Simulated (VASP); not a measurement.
Set up this calculation in VASP 6.6.1, as the native input.

```yaml
Task: band structure
Functional: PBEsol
Potentials_or_basis: VASP PAW PBE potentials, release 64 (Al, N)
Cutoff: 520 eV
k_mesh: 12 × 12 × 6
Occupations: gaussian, width 0.03 eV
Spin: no spin polarisation
Further_INCAR_settings: ALGO = Normal; EDIFF = 1e-07; NBANDS = 16
```

The structure of AlN lies in POSCAR:

```
AlN                                     
1.0
    3.1131018766     -0.0000000000      0.0000000000
   -1.5565509384      2.6960253078      0.0000000000
   -0.0000000000      0.0000000000      4.9818131090
  Al              N             
     2     2
Direct
     0.3333333300000021    0.6666666699999979    0.9989855801228924
     0.6666666699999979    0.3333333300000021    0.4989855801228925
     0.3333333300000021    0.6666666699999979    0.3810144198771101
     0.6666666699999979    0.3333333300000021    0.8810144198771102
```

These files were run (other wordings do the same):

INCAR

```
ALGO = Normal
EDIFF = 1E-7
ENCUT = 520
GGA = PS
ICORELEVEL = 1
ISIF = 2
ISMEAR = 0
LASPH = T
LCHARG = F
LREAL = F
LWAVE = F
NBANDS = 16
NELM = 80
PREC = Accurate
SIGMA = 0.03
```

KPOINTS

```
k-points
0
Gamma
  12 12 6
```

KPOINTS_OPT

```
explicit points
96
Reciprocal
 0.0000000000  0.0000000000  0.0000000000 1
 0.0555555556  0.0000000000  0.0000000000 1
 0.1111111111  0.0000000000  0.0000000000 1
 0.1666666667  0.0000000000  0.0000000000 1
 0.2222222222  0.0000000000  0.0000000000 1
 0.2777777778  0.0000000000  0.0000000000 1
 0.3333333333  0.0000000000  0.0000000000 1
 0.3888888889  0.0000000000  0.0000000000 1
 0.4444444444  0.0000000000  0.0000000000 1
 0.5000000000  0.0000000000  0.0000000000 1
 0.5000000000  0.0000000000  0.0000000000 1
 0.4814814815  0.0370370370  0.0000000000 1
 0.4629629630  0.0740740741  0.0000000000 1
 0.4444444444  0.1111111111  0.0000000000 1
 0.4259259259  0.1481481481  0.0000000000 1
 0.4074074074  0.1851851852  0.0000000000 1
 0.3888888889  0.2222222222  0.0000000000 1
 0.3703703703  0.2592592592  0.0000000000 1
 0.3518518518  0.2962962963  0.0000000000 1
 0.3333333333  0.3333333333  0.0000000000 1
 0.3333333333  0.3333333333  0.0000000000 1
 0.2962962963  0.2962962963  0.0000000000 1
 0.2592592592  0.2592592592  0.0000000000 1
 0.2222222222  0.2222222222  0.0000000000 1
 0.1851851852  0.1851851852  0.0000000000 1
 0.1481481481  0.1481481481  0.0000000000 1
 0.1111111111  0.1111111111  0.0000000000 1
 0.0740740741  0.0740740741  0.0000000000 1
 0.0370370370  0.0370370370  0.0000000000 1
 0.0000000000  0.0000000000  0.0000000000 1
 0.0000000000  0.0000000000  0.0000000000 1
 0.0000000000  0.0000000000  0.0555555556 1
 0.0000000000  0.0000000000  0.1111111111 1
 0.0000000000  0.0000000000  0.1666666667 1
 0.0000000000  0.0000000000  0.2222222222 1
 0.0000000000  0.0000000000  0.2777777778 1
 0.0000000000  0.0000000000  0.3333333333 1
 0.0000000000  0.0000000000  0.3888888889 1
 0.0000000000  0.0000000000  0.4444444444 1
 0.0000000000  0.0000000000  0.5000000000 1
 0.0000000000  0.0000000000  0.5000000000 1
 0.0555555556  0.0000000000  0.5000000000 1
 0.1111111111  0.0000000000  0.5000000000 1
 0.1666666667  0.0000000000  0.5000000000 1
 0.2222222222  0.0000000000  0.5000000000 1
 0.2777777778  0.0000000000  0.5000000000 1
 0.3333333333  0.0000000000  0.5000000000 1
 0.3888888889  0.0000000000  0.5000000000 1
 0.4444444444  0.0000000000  0.5000000000 1
 0.5000000000  0.0000000000  0.5000000000 1
 0.5000000000  0.0000000000  0.5000000000 1
 0.4814814815  0.0370370370  0.5000000000 1
 0.4629629630  0.0740740741  0.5000000000 1
 0.4444444444  0.1111111111  0.5000000000 1
 0.4259259259  0.1481481481  0.5000000000 1
 0.4074074074  0.1851851852  0.5000000000 1
 0.3888888889  0.2222222222  0.5000000000 1
 0.3703703703  0.2592592592  0.5000000000 1
 0.3518518518  0.2962962963  0.5000000000 1
 0.3333333333  0.3333333333  0.5000000000 1
 0.3333333333  0.3333333333  0.5000000000 1
 0.2962962963  0.2962962963  0.5000000000 1
 0.2592592592  0.2592592592  0.5000000000 1
 0.2222222222  0.2222222222  0.5000000000 1
 0.1851851852  0.1851851852  0.5000000000 1
 0.1481481481  0.1481481481  0.5000000000 1
 0.1111111111  0.1111111111  0.5000000000 1
 0.0740740741  0.0740740741  0.5000000000 1
 0.0370370370  0.0370370370  0.5000000000 1
 0.0000000000  0.0000000000  0.5000000000 1
 0.5000000000  0.0000000000  0.5000000000 1
 0.5000000000  0.0000000000  0.4444444444 1
 0.5000000000  0.0000000000  0.3888888889 1
 0.5000000000  0.0000000000  0.3333333333 1
 0.5000000000  0.0000000000  0.2777777778 1
 0.5000000000  0.0000000000  0.2222222222 1
 0.5000000000  0.0000000000  0.1666666667 1
 0.5000000000  0.0000000000  0.1111111111 1
 0.5000000000  0.0000000000  0.0555555556 1
 0.5000000000  0.0000000000  0.0000000000 1
 0.3333333333  0.3333333333  0.0000000000 1
 0.3333333333  0.3333333333  0.0555555556 1
 0.3333333333  0.3333333333  0.1111111111 1
 0.3333333333  0.3333333333  0.1666666667 1
 0.3333333333  0.3333333333  0.2222222222 1
 0.3333333333  0.3333333333  0.2777777778 1
 0.3333333333  0.3333333333  0.3333333333 1
 0.3333333333  0.3333333333  0.3888888889 1
 0.3333333333  0.3333333333  0.4444444444 1
 0.3333333333  0.3333333333  0.5000000000 1
 0.0000000000  0.0000000000  0.0000000000 1
 0.0000000000  0.0000000000  0.5000000000 1
 0.3333333333  0.3333333333  0.5000000000 1
 0.3333333333  0.3333333333  0.0000000000 1
 0.5000000000  0.0000000000  0.5000000000 1
 0.5000000000  0.0000000000  0.0000000000 1
```

Potentials or basis: VASP PAW PBE potentials, release 64 (Al, N).

Launch:

```console
$ cat potpaw_PBE.64/Al/POTCAR potpaw_PBE.64/N/POTCAR > POTCAR
$ mpirun -np 1 vasp_std > vasp.out
```

It gave:

The pressure is 0.1 GPa and the band gap on the k mesh is 4.12 eV, direct. The band gap along the path is 4.12 eV, direct.

Caveat: the PAW data sets were made with another functional, which shifts forces and pressure a little.

Run time: 25 s on 1 thread of Intel(R) Xeon(R) 6975P-C (Granite Rapids) (shared host), peak memory 0.2 GiB.
